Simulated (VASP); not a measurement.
## C: phonons with r2SCAN

The system is C, a slab with vacuum.

```
C
1.0
     2.45807    0.00000    0.00000
    -1.22904    2.12875    0.00000
     0.00000    0.00000   18.13525
C
2
Direct
  0.00000 0.00000 0.50000
  0.66667 0.33333 0.50000
```

The slab is cut from a database's or a generator's crystal, which needn't be the stable form of the element.

- Program: VASP 6.6.1
- Task: phonons
- Functional: r2SCAN
- Potentials or basis: VASP PAW PBE potentials, release 64 (C)
- Cutoff: 600 eV
- k mesh: 18 × 18 × 1
- Occupations: gaussian, width 0.05 eV
- Spin: no spin polarisation
- Dipole correction: yes
- Further INCAR settings: ALGO = Normal; EDIFF = 1e-08; IBRION = 6; POTIM = 0.015; NSW = 1

```json
{
  "Highest phonon frequency at Γ": "1524 cm⁻¹"
}
```

Phonon frequencies in cm⁻¹ (negative: imaginary):
```
              q point          frequencies
(0.000, 0.000, 0.000)  0 0 0 888 1524 1524
```

Wall time 32 min on 1 thread of AMD EPYC 7R13 Processor (Zen 3), with other jobs on the host, peak memory 0.39 GiB.
